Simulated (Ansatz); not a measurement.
Crystal: InP.

```
CELL_PARAMETERS angstrom
0.00000 2.93050 2.93050
2.93050 0.00000 2.93050
2.93050 2.93050 0.00000
ATOMIC_POSITIONS crystal
In 0.00000 0.00000 0.00000
P 0.75000 0.75000 0.75000
```

Program: Ansatz 0.2.0. Alike in all runs: task band structure; potentials or basis Ansatz PAW; no spin polarisation; cell as given; smearing fermi-dirac 0.05 eV.

Task: Order these runs on this cell by their band gap on the k mesh, lowest first.
A. level RPBE; k mesh 8 × 8 × 8; cutoff (eV) 420
B. level r2SCAN; k mesh 8 × 8 × 8; cutoff (eV) 500
C. level PBEsol; k mesh 6 × 6 × 6; cutoff (eV) 420

Result: C (0.61 eV), A (0.85 eV), B (1.16 eV).

Caveats: spin-orbit coupling is left out, which moves the levels of the heavy elements.

Runs at the PBE level aren't shown here.
